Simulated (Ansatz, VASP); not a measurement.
# One calculation of H, two programs

```
H
1.0
     1.54962   -2.56779    0.00000
     1.54962    2.56779    0.00000
     0.00000    0.00000    6.31377
H
4
Direct
  0.56781 0.43219 0.99951
  0.43219 0.56781 0.00049
  0.43219 0.56781 0.49951
  0.56781 0.43219 0.50049
```

Change from the starting cell: strain -0.0600 x Voigt [1, 1, 0, 0, 0, 0], atoms carried along.

Alike in both runs: task single point; functional LDA; k mesh 8 × 8 × 4; occupations gaussian, width 0.05 eV; no spin polarisation.

```csv
,VASP,Ansatz
version,VASP 6.6.1,Ansatz 0.2.0
potentials or method,"VASP PAW LDA potentials, release 64 (H)","scalar-relativistic, plane waves, PAW"
plane-wave cutoff (eV),520,420
valence electrons in the cell,4,4
```

Ansatz gave:

- gap on the k mesh at the Fermi level (eV): 8.16
- least direct gap on the mesh (eV): 8.19
- pressure (GPa): 3.9
- largest component of the traceless stress (GPa): 8.50
- rms of the force components (eV/Å): 1.683

Problem. Estimate VASP's values.

Solution. gap on the k mesh at the Fermi level (eV): 8.16; least direct gap on the mesh (eV): 8.18; pressure (GPa): 3.7; largest component of the traceless stress (GPa): 8.50; rms of the force components (eV/Å): 1.688.

Atom by atom the forces differ by 0.004 eV/Å (rms over components).

Caveats: forces of over 1 eV/Å show positions far from the minimum, so gaps and moduli don't describe the material at rest. A k mesh can miss the band edges.
